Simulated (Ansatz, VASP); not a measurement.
**C in VASP and in Ansatz**

INCAR

```
ALGO = Normal
EDIFF = 1E-7
ENCUT = 520
GGA = PE
ISIF = 2
ISMEAR = 0
IVDW = 12
LASPH = T
LCHARG = T
LELF = T
LREAL = F
LVHAR = T
LWAVE = F
NBANDS = 11
NELM = 60
PREC = Accurate
SIGMA = 0.05
```

The input KPOINTS:

```
k-points
0
Gamma
  15 15 15
```

Contents of POSCAR:

```
C
1.0
    1.2016860064      0.6937937393      3.2773531398
   -1.2016860064      0.6937937393      3.2773531398
    0.0000000000     -1.3875874786      3.2773531398
C
2
Direct
    0.1571748731      0.1571748731      0.1571748731
    0.8428251269      0.8428251269      0.8428251269
```

Input for Ansatz:

```yaml
crystal:
  lattice:
    - [1.2016860064, 0.6937937393, 3.2773531398]
    - [-1.2016860064, 0.6937937393, 3.2773531398]
    - [0.0, -1.3875874786, 3.2773531398]
  atoms:
    - { symbol: C, position: [0.1571748731, 0.1571748731, 0.1571748731] }
    - { symbol: C, position: [0.8428251269, 0.8428251269, 0.8428251269] }
basis:
  ecutwfc: 520.0
kpoints:
  mp_grid: { grid: [15, 15, 15] }
hamiltonian:
  xc: pbe
  dispersion: d3bj
scf:
  occupations: { method: gaussian, width: 0.05 }
output:
  forces: true
  stress: true
  eigenvalues: true
```

Change from the starting cell: mode 4 frozen in at -0.095 Å, equal normal strain along x, y and z -0.0250.

Alike in both runs: task single point; functional PBE; dispersion D3(BJ); k mesh 15 × 15 × 15; occupations gaussian, width 0.05 eV; no spin polarisation.

```csv
,VASP,Ansatz
version,VASP 6.6.1,Ansatz 0.2.0
potentials or method,"VASP PAW PBE potentials, release 64 (C)","scalar-relativistic, plane waves, PAW"
plane-wave cutoff (eV),520,520
valence electrons in the cell,8,8
```

Ansatz gave:

- gap on the k mesh at the Fermi level (eV): 0.99
- least direct gap on the mesh (eV): 0.99
- pressure (GPa): 22.9
- largest component of the traceless stress (GPa): 28.30
- rms of the force components (eV/Å): 1.738

Task: What did VASP give for the same quantities?

Result: gap on the k mesh at the Fermi level (eV): 0.99; least direct gap on the mesh (eV): 0.99; pressure (GPa): 23.4; largest component of the traceless stress (GPa): 28.88; rms of the force components (eV/Å): 1.732.

Atom by atom the forces differ by 0.006 eV/Å (rms over components).

Caveats: so large a pressure means that the cell lies far from this level's equilibrium, or that cutoff or potentials fall short (VASP); an odd mesh through Γ misses points on the zone boundary, where band edges often lie; forces of over 1 eV/Å show positions far from the minimum, so gaps and moduli don't describe the material at rest.
